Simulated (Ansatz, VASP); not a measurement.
B: VASP beside Ansatz

Contents of INCAR:

```
PREC     = Accurate       # precision mode
ENCUT    = 520            # plane-wave cutoff, eV
EDIFF    = 1E-6           # SCF threshold, eV
ISMEAR   = 0              # smearing method
SIGMA    = 0.15           # smearing width, eV
LREAL    = F              # projectors in reciprocal space
LASPH    = T              # aspherical terms in the spheres
NELM     = 80             # most SCF steps
ALGO     = Normal         # electronic algorithm
ISIF     = 2              # what is computed and relaxed
LWAVE    = F              # write WAVECAR
LCHARG   = T              # write CHGCAR
GGA      = PS             # functional
LELF     = T              # ELF
LVHAR    = T            
NBANDS   = 8              # bands
```

The input KPOINTS:

```
regular mesh
0
Gamma
  33 33 14
```

POSCAR

```
B
1.0
    1.7024335758      0.0000000000      0.0000000000
   -0.8512167879      1.4743507249      0.0000000000
    0.0000000000      0.0000000000      3.6899541928
B
1
Direct
    0.0000000000      0.0000000000      0.0000000000
```

Input for Ansatz:

```yaml
crystal:
  lattice:
    - [1.7024335758, 0.0, 0.0]
    - [-0.8512167879, 1.4743507249, 0.0]
    - [0.0, 0.0, 3.6899541928]
  atoms:
    - { symbol: B, position: [0.0, 0.0, 0.0] }
basis:
  ecutwfc: 420
kpoints:
  mp_grid: { grid: [33, 33, 14] }
hamiltonian:
  xc: pbesol
scf:
  occupations: { method: gaussian, width: 0.15 }
output:
  forces: true
  stress: true
  eigenvalues: true
```

Change from the starting cell: strain +0.000 along x and y, +0.015 along z, atoms carried along.

Alike in both runs: task single point; functional PBEsol; k mesh 33 × 33 × 14; occupations gaussian, width 0.15 eV; no spin polarisation.

```csv
,VASP,Ansatz
version,VASP 6.6.1,Ansatz 0.2.0
potentials or method,"VASP PAW PBE potentials, release 64 (B)","scalar-relativistic, plane waves, PAW"
plane-wave cutoff (eV),520,420
valence electrons in the cell,3,3
```

```tsv
	VASP	Ansatz	Ansatz less VASP
gap on the k mesh at the Fermi level (eV)	none	none	-
pressure (GPa)	1.6	1.4	-0.20
largest component of the traceless stress (GPa)	2.53	2.25	-0.281
```

A gap of «none» marks a metal or a gap that the smearing closes.

Caveats: the PAW data sets were made with another functional, which shifts forces and pressure a little (VASP).
